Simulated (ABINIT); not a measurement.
Runs of ABINIT 10.8.3 (patched build) on TiTe2. It takes space group P-3m1 (No. 164, trigonal). The conventional cell has a = 3.777 Å, b = 3.777 Å, c = 6.498 Å, α = 90.00°, β = 90.00°, γ = 120.00°. Te (site symmetry 3m) has 3 Ti at 2.77 Å as nearest neighbours. Ti (site symmetry -3m) has 6 Te at 2.77 Å as nearest neighbours. 

```tsv
task	level	potentials or basis	k mesh	cutoff (eV)	fine-grid cutoff	mesh quality	gap on the mesh (eV)	pressure (GPa)	largest force (eV/Å)
single point	PBE	JTH PAW PBE v2.0	5 × 5 × 2	408	816.342 eV	coarse	none	(b)	0.02
single point	r2SCAN	JTH PAW PBE v2.0	5 × 5 × 2	490	979.61 eV	coarse	none	0.5	0.18
single point	LDA	JTH PAW LDA v2.0	6 × 6 × 3	408	816.342 eV	not flagged	none	-4.0	0.35
band structure	PW91	JTH PAW PBE v2.0	8 × 8 × 4	408	816.342 eV	not flagged	none	1.1	0.01
single point	LDA	JTH PAW LDA v2.0	5 × 5 × 2	408	816.342 eV	coarse	none	(c)	0.35
band structure	LDA-PZ	JTH PAW LDA v2.0	8 × 8 × 4	408	816.342 eV	not flagged	none	-3.9	(a)
band structure	PBEsol	JTH PAW PBE v2.0	8 × 8 × 4	408	816.342 eV	not flagged	none	-2.0	0.10
```

Alike in all rows: no spin polarisation; cell as given; smearing fermi-dirac 0.05 eV.

Task: Estimate the missing entries.

Result: (a) 0.28; (b) 1.2; (c) -3.8.

Caveats: some runs use coarse meshes; this functional lacks dispersion, which binds the layers, so the pressure and a relaxed spacing across them are unreliable (some runs); the PAW data sets were made with another functional, which shifts forces and pressure a little (some runs); spin-orbit coupling is left out, which moves the levels of the heavy elements (some runs).

A k mesh can miss the band edges, and the runs leave out spin-orbit coupling on Te.

A gap of «none» marks a metal or a gap under the smearing width.
